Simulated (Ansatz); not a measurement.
# SiO2: the gap against volume

SiO2, P4_12_12, a = 5.084 Å, c = 7.101 Å. This isn't the usual stable structure of the compound. Ansatz: PBE, PAW, 420 eV, Γ-centred 6×6×4 mesh on 12 atoms, Gaussian smearing 0.02 eV; no spin polarisation. Shape and atoms are relaxed at each volume; x = ln(V/V0) with V0 = 15.293 Å³/atom. The gap is read at the mesh points alone.

```tsv
x	gap y (eV)
-0.0619	5.605
-0.0305	?
0.0000	5.512
0.0296	5.468
0.0583	5.425
```

**Question.** Fit a straight line to the other rows, give the volume deformation potential of the gap and its pressure coefficient, and predict the missing gap. B0 = 15.8 GPa.

**Answer.** Means x = 0.006500, y = 5.5025; Σ(Δx)² = 0.007938, ΣΔxΔy = -0.01188; the slope is their ratio. y = 5.5122 − 1.4972 x. The slope is the deformation potential a = dE_g/d ln V = -1.50 eV, and dE_g/dP = −a/B0 = 94.8 meV/GPa. At x = -0.0305 the fit asked for gives 5.558 eV. The run gave 5.559 eV, so the fit is 0.001 eV too low, a small miss on the scale of the series.

Semilocal functionals give gaps under the measured ones; changes of the gap mostly carry over better.